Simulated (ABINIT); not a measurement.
SnSe in ABINIT: convergence with smearing width

Input of the first run (smearing width 0.272 eV); the others differ in this setting and in those tied to it:

File run.abi:

```
pp_dirpath "./"
pseudos "Sn.GGA_PBE-JTH_sp.xml, Se.GGA_PBE-JTH.xml"

acell 9.0619395867 9.0619395867 9.0619395867
rprim
     0.0000000000     0.7071067812     0.7071067812
     0.7071067812     0.0000000000     0.7071067812
     0.7071067812     0.7071067812     0.0000000000
ntypat 2
znucl 50 34
natom 2
typat 1 2
xred
     0.0016580000     0.0061360000    -0.0001470000
     0.7535530000     0.7302350000     0.7595230000
chkprim 0
chksymtnons 0
tolsym 1.0e-6

ecut 22.0
pawecutdg 44.0
pawxcdev 0

kptopt 1
ngkpt 6 6 6
nshiftk 1
shiftk 0.0 0.0 0.0

ixc -106131

nband 9
occopt 6
tsmear 0.00999582

nstep 100
tolvrs 1.0e-9

iomode 3
prtwf 0
prtden 0
prteig 0
prtebands 0
enunit 2
prtvol 2
```

Potentials or basis: JTH PAW PBE v2.0 sp.

Launch:

```sh
$ abinit run.abi > log 2>&1
```

The cell isn't the ideal one: atoms moved at random, drawn with an rms of 0.05 Å.

The cell was built by a generator and needn't be a form met in nature.

Hardware: 1 thread of Arm Neoverse V1 (shared host).

```tsv
smearing width	energy less the tightest run (meV/atom)	largest force (eV/Å)	SCF cycles	CPU time (s)	peak memory (GiB)
0.272 eV	1.03	0.289	11	81	0.26
0.2 eV	0.52	0.286	11	81	0.26
0.136 eV	0.26	0.284	11	81	0.26
0.1 eV	0.16	0.284	11	81	0.26
0.05 eV	0.08	0.284	11	82	0.26
0.025 eV	0.04	0.284	11	82	0.26
0.01 eV	0.00	0.284	11	81	0.26
```

Against the tightest run, the energy stays within 1 meV/atom from 0.2 eV on; the largest force stays within 0.005 eV/Å from 0.272 eV on. The tightest run that finished is the yardstick and may itself not be fully converged.

Caveat, for the tightest run too: the PAW data sets were made with another functional, which shifts forces and pressure a little.
